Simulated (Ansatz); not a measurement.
BaTe:

```xyz
2
Lattice="0.0000 3.4100 3.4100 3.4100 0.0000 3.4100 3.4100 3.4100 0.0000" Properties=species:S:1:pos:R:3 pbc="T T T"
Ba    0.0000    0.0000    0.0000
Te    3.4100    3.4100    3.4100
```

Base run:

- Program: Ansatz 0.2.0
- Functional: HSE06
- Potentials or basis: all-electron PAW datasets made for the crystal
- Cutoff: 270 eV (chosen from the basis error)
- k mesh: 6 × 6 × 6
- Occupations: fermi-dirac, width 0.05 eV
- Spin: no spin polarisation

Its results: band gap on the k mesh 2.10 eV, indirect (least direct gap 2.50 eV); pressure 3.6 GPa.

Problem. The run is repeated on the same cell with these changes: functional from HSE06 to PBE; cutoff from 270 eV (chosen from the basis error) to 240 eV (chosen from the basis error). What comes out?

Solution. Band gap on the k mesh 1.43 eV, indirect (least direct gap 1.77 eV); pressure 3.8 GPa.

HSE06 gives the wider gap, since exact exchange removes part of the self-interaction.

Caveats: spin-orbit coupling is left out, which moves the levels of the heavy elements.

A k mesh can miss the band edges.

The runs don't all hold the same shells in valence.
